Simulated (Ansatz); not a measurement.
**MgS: moving S off its site**

MgS, Fm-3m, a = 5.203 Å (as given, not relaxed at this level: 1.2 GPa). Ansatz: PBE, PAW, 420 eV, Γ-centred 8×8×8 mesh on 2 atoms, Gaussian smearing 0.05 eV; no spin polarisation.

```
CELL_PARAMETERS angstrom
0.00000 2.60165 2.60165
2.60165 0.00000 2.60165
2.60165 2.60165 0.00000
ATOMIC_POSITIONS crystal
Mg 0.00000 0.00000 0.00000
S 0.50000 0.50000 0.50000
```

Atom 2 (S) moves by x along the unit vector (0.000, 0.000, -1.000), with its periodic images; all else is held. y is the free energy of the cell over the start, F the force along the path summed over the moved atoms. Symmetry makes y even in x.

```
 x (Å) y (meV) F (eV/Å)
-0.200     62.8      0.70
-0.100     14.4      0.30
 0.000      0.0      0.00
 0.025      0.9     -0.07
 0.050      3.5     -0.14
 0.075      8.0     -0.22
 0.125     22.9     -0.38
 0.150     33.6     -0.48
 0.175        ?         ?
```

Question: Fit y = c2 x² + c4 x⁴ to the energies of the other rows, give the force constant, and predict energy and force of the missing row.

Answer: Least squares on the rows shown. y = 1397 x² + 4330 x⁴. The force constant is 2 c2 = 2.79 eV/Å² (for all images moving together, not for a lone atom). With two atoms in a cubic cell this is the optical mode at Γ without the LO field: ω = 521.5 √(2 c2/μ) = 234 cm⁻¹ for μ = 13.82 u. The force −dy/dx at the missing row is -0.58 eV/Å (computed -0.58). At x = 0.175 the fit asked for gives 46.8 meV. The run gave 46.8 meV, the same to the digits shown.